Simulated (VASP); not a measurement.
## CoSi2: equation of state with LDA

CoSi2:

```xyz
3
Lattice="0.0000 2.6383 2.6383 2.6383 0.0000 2.6383 2.6383 2.6383 0.0000" Properties=species:S:1:pos:R:3 pbc="T T T"
Co    0.0000    0.0000    0.0000
Si    3.9575    3.9575    3.9575
Si    1.3192    1.3192    1.3192
```

```json
{"Program": "VASP 6.6.1", "Task": "equation of state", "Functional": "LDA", "Potentials or basis": "VASP PAW LDA potentials, release 64 (Co, Si)", "Cutoff": "520 eV", "k mesh": "8 × 8 × 8", "Occupations": "fermi-dirac, width 0.05 eV", "Spin": "collinear spin, ferromagnetic start", "Starting moments": "[2.0, 0.0, 0.0] μB", "Ladder": "gaps", "Further INCAR settings": "ALGO = Fast; EDIFF = 1e-07"}
```

```yaml
Equilibrium_volume: 12.24 Å³/atom
Bulk_modulus: 204 GPa
Pressure_derivative_of_the_bulk_modulus: "4.5 (rough: it moves with the points fitted)"
```

Energy against volume, from the lowest point:
| volume (Å³/atom) | energy (meV/atom) |
| --- | --- |
| 11.753 | 13.22 |
| 11.998 | 3.13 |
| 12.243 | 0.00 |
| 12.488 | 3.10 |
| 12.733 | 11.78 |

All runs of the series together: 98 s on 1 thread of Intel(R) Xeon(R) 6975P-C (Granite Rapids), on a shared host.
